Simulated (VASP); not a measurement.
Wanted: an ASE script for a VASP 6.6.1 run.

```yaml
Task: single point
Functional: revPBE
Potentials_or_basis: VASP PAW PBE potentials, release 64 (Fe)
Cutoff: 520 eV
k_mesh: 10 × 10 × 10
Occupations: tetrahedron
Spin: collinear spin, ferromagnetic start
Starting_moments: "[3.0] μB"
Fixed_moment: 2 μB
Hubbard_terms: Fe d U = 1 eV
Monkhorst-Pack_mesh: yes
Further_INCAR_settings: ALGO = Normal; EDIFF = 1.00e-07; NBANDS = 14
```

The system is Fe.

```xyz
1
Lattice="-1.4430 1.4430 1.4430 1.4430 -1.4430 1.4430 1.4430 1.4430 -1.4430" Properties=species:S:1:pos:R:3 pbc="T T T"
Fe    0.0000    0.0000    0.0000
```

The input as run:

run.py

```python
from ase.calculators.vasp import Vasp
from ase.dft.bandgap import bandgap
from ase.spacegroup import crystal

atoms = crystal(
    ['Fe'],
    basis=[[0.0, 0.0, 0.0]],
    spacegroup=229,
    setting=1,
    cellpar=[2.886, 2.886, 2.886, 90.0, 90.0, 90.0],
    primitive_cell=True,
)
atoms.set_initial_magnetic_moments([3.0])
calc = Vasp(
    directory='calc',
    xc='revpbe',
    pp='PBE',
    setups='recommended',
    prec='Accurate',
    encut=520,
    ediff=1e-07,
    ismear=-5,
    sigma=0.05,
    lreal=False,
    lasph=True,
    nelm=100,
    algo='Normal',
    isif=2,
    lwave=False,
    lcharg=False,
    ispin=2,
    lorbit=11,
    nupdown=2,
    lmaxmix=4,
    ldautype=2,
    ldauprint=1,
    ldau_luj={'Fe': {'L': 2, 'U': 1, 'J': 0}},
    kpts=[10, 10, 10],
    gamma=False,
    nbands=14,
)
atoms.calc = calc

print('energy (eV):', atoms.get_potential_energy())
print('free energy (eV):', atoms.get_potential_energy(force_consistent=True))
print('forces (eV/A):')
print(atoms.get_forces())
print('stress (eV/A^3, Voigt):', atoms.get_stress())
print('Fermi level (eV):', calc.get_fermi_level())
print('moment (muB):', atoms.get_magnetic_moment())
print('site moments (muB):', atoms.get_magnetic_moments())
gap, top, bottom = bandgap(calc)
print('band gap (eV):', gap, 'from (spin, k, band)', top, 'to', bottom)
```

Potentials or basis: VASP PAW PBE potentials, release 64 (Fe).

The run is started by

```sh
$ python run.py
```

Results of the run:

| Item | Value |
| --- | --- |
| Pressure | -9.6 GPa |
| Net moment | 2.00 μB per cell |
| Site moments | Fe +2.05 μB |
| Valence electrons inside the program's atomic spheres | Fe 7.16 |

Caveat: the PAW data sets were made with another functional, which shifts forces and pressure a little; the total moment is fixed, so each spin has its own Fermi level; the U is typed as a test and isn't derived for this compound.

Run time: 22 s on 1 thread of Intel(R) Xeon(R) Platinum 8488C (Sapphire Rapids) (shared host), peak memory 0.13 GiB.
